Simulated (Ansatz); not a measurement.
# Ge (beta-Sn type): energy against volume

Computed with DFT, PBEsol, plane waves (420 eV) with PAW, scalar-relativistic in Ansatz 0.2.0. The PAW files were generated under PBE, with cores re-solved for the functional.

The cell is scaled uniformly from the relaxed one, with fractional coordinates and shape fixed. Energies are extrapolated to zero smearing, pressures are those at the given smearing. Because the bonds are stretched with the cell, B₀ of this curve lies above the true bulk modulus of such a structure. Magnetic state: spin not included.

A Birch-Murnaghan fit gives V₀ = 18.35 Å³/atom, B₀ = 79 GPa, B₀′ = 4.6.

(1) What are the energy above the minimum and the pressure at 16.149 Å³/atom?

(2) What are the energy above the minimum and the pressure at 17.617 Å³/atom?

(3) What are the energy above the minimum and the pressure at 19.085 Å³/atom?

Results:

(1) 82.2 meV/atom and 13.59 GPa as computed.

(2) 7.7 meV/atom and 3.59 GPa as computed.

(3) 6.8 meV/atom and -2.77 GPa as computed.
